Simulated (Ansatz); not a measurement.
The system is TiO2.

```xyz
9
Lattice="2.9683 0.0000 0.0000 0.0002 4.7076 0.0000 1.4836 0.2424 7.0835" Properties=species:S:1:pos:R:3 pbc="T T T"
Ti    0.0111    0.0020    0.0050
Ti    1.4933    2.3377    2.2452
Ti    2.9797    2.6161    4.8486
O     1.4969    0.9041    0.9105
O     2.9795    1.5111    3.2009
O     1.4967    1.6498    5.7110
O     2.9804    3.3042    1.3825
O     1.4963    3.4427    3.8925
O     2.9811    4.0496    6.1826
```

The cell comes from a database or a generator and needn't be the stable form of this composition.

Base run:

- Program: Ansatz 0.2.0
- Functional: r2SCAN
- Potentials or basis: Ansatz PAW
- Cutoff: 500 eV (not typed: the program's choice for these potentials)
- k mesh: 9 × 6 × 4
- Occupations: fermi-dirac, width 0.05 eV
- Spin: no spin polarisation

Its results: band gap on the k mesh 2.62 eV, indirect (least direct gap 2.68 eV); pressure -1.2 GPa; largest force 0.144 eV/Å.

Q: After a change of settings the same cell gave: band gap on the k mesh 2.30 eV, indirect (least direct gap 2.36 eV); pressure 8.4 GPa; largest force 0.316 eV/Å. Which change was it?
A. functional from r2SCAN to PBE; cutoff from 500 eV (not typed: the program's choice for these potentials) to 420 eV (not typed: the program's choice for these potentials); k mesh from 9 × 6 × 4 to 7 × 4 × 3
B. functional from r2SCAN to PBE; cutoff from 500 eV (not typed: the program's choice for these potentials) to 420 eV (not typed: the program's choice for these potentials); occupations from fermi-dirac, width 0.05 eV to gaussian, width 0.013 eV
C. functional from r2SCAN to PBEsol; cutoff from 500 eV (not typed: the program's choice for these potentials) to 420 eV (not typed: the program's choice for these potentials); hubbard terms from none to Ti d U = 3 eV; hubbard projectors from none to ortho-atomic (the default)
D. functional from r2SCAN to RPBE; cutoff from 500 eV (not typed: the program's choice for these potentials) to 420 eV (not typed: the program's choice for these potentials)

A: D.

r2SCAN gives the wider gap, since meta-GGAs in the generalised Kohn-Sham scheme recover part of the derivative discontinuity.

Caveats: the PAW data sets come from PBE, with cores solved anew for the run's functional, which leaves a small shift of forces and pressure.
